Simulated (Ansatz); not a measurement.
Start from Li3N (space group P6/mmm, No. 191; a = 3.610 Å, c = 3.856 Å). Axes: x lies along a and z along c of the hexagonal cell.

All numbers come from r2SCAN (Ansatz, a first-principles code), spin-orbit coupling left out.

Base values:

```
Item                                     Value
-----------------------------  ---------------
Smallest direct gap                    1.69 eV
Pressure                              0.00 GPa
Shortest interatomic distance       3.643 bohr
Gap character                  indirect, A → Γ
```

Modification: compressive biaxial strain of 4.04 % in the plane normal to [001], as in epitaxy on a mismatched substrate; the out-of-plane cell vector and the atoms relax.

Question: Predict the new smallest direct gap.

Answer: The smallest direct gap grows by 0.034 eV, from 1.69 eV to 1.73 eV.

Question: Predict the new pressure.

Answer: The pressure (mean of the normal stresses, compression positive) goes from zero to 5.44 GPa.

Question: Predict the new shortest interatomic distance.

Answer: The shortest interatomic distance grows by 0.013 bohr (3.643 bohr → 3.656 bohr).

Question: How does this affect the gap character?

Answer: The gap character changes from indirect, A → Γ to indirect, A → L.

Stability against distortions was not tested.
